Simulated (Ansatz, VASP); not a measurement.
ZnS: VASP beside Ansatz

Contents of INCAR:

```
SYSTEM = ZnS
PREC = Accurate ; ENCUT = 520
EDIFF = 1E-6 ; ISMEAR = 0
SIGMA = 0.027000000000000003 ; LREAL = .False.
LASPH = .True. ; NELM = 80
ALGO = Normal ; ISIF = 2
LWAVE = .False. ; LCHARG = .True.
GGA = PE ; LELF = .True.
LVHAR = .True. ; NBANDS = 16
```

The input KPOINTS:

```
regular mesh
0
Gamma
  9 9 9
  0 0 0
```

Contents of POSCAR:

```
ZnS
1.0
    0.0000000000      2.7020000000      2.7020000000
    2.7020000000      0.0000000000      2.7020000000
    2.7020000000      2.7020000000      0.0000000000
Zn S
1 1
Direct
    0.7500000000      0.7500000000      0.7500000000
    0.0000000000      0.0000000000      0.0000000000
```

input.yaml

```yaml
crystal:
  lattice:
    - [0.0, 2.702, 2.702]
    - [2.702, 0.0, 2.702]
    - [2.702, 2.702, 0.0]
  atoms:
    - { symbol: Zn, position: [0.75, 0.75, 0.75] }
    - { symbol: S, position: [0.0, 0.0, 0.0] }
kpoints:
  mp_grid: { grid: [9, 9, 9] }
scf:
  occupations: { method: gaussian, width: 0.027 }
hamiltonian:
  xc: pbe
  pseudopotentials: { kind: all_electron, lapw: { basis_error: 0.001 } }
output:
  forces: true
  stress: true
  eigenvalues: true
```

Alike in both runs: task single point; functional PBE; k mesh 9 × 9 × 9; occupations gaussian, width 0.027 eV; no spin polarisation.

|  | VASP | Ansatz |
| --- | --- | --- |
| version | VASP 6.6.1 | Ansatz 0.2.0 |
| potentials or method | VASP PAW PBE potentials, release 64 (Zn, S) | all-electron LAPW, scalar-relativistic |
| plane-wave cutoff (eV) | 520 | see its input |

```tsv
	VASP	Ansatz	Ansatz less VASP
gap on the k mesh at the Fermi level (eV)	2.11	2.11	-0.002
least direct gap on the mesh (eV)	2.11	2.11	-0.002
pressure (GPa)	1.8	1.6	-0.15
```

Ansatz ran all-electron here, so the differences hold the error of VASP's frozen core and of both bases.

PBE gaps usually lie below the measured ones, often by a third to a half.
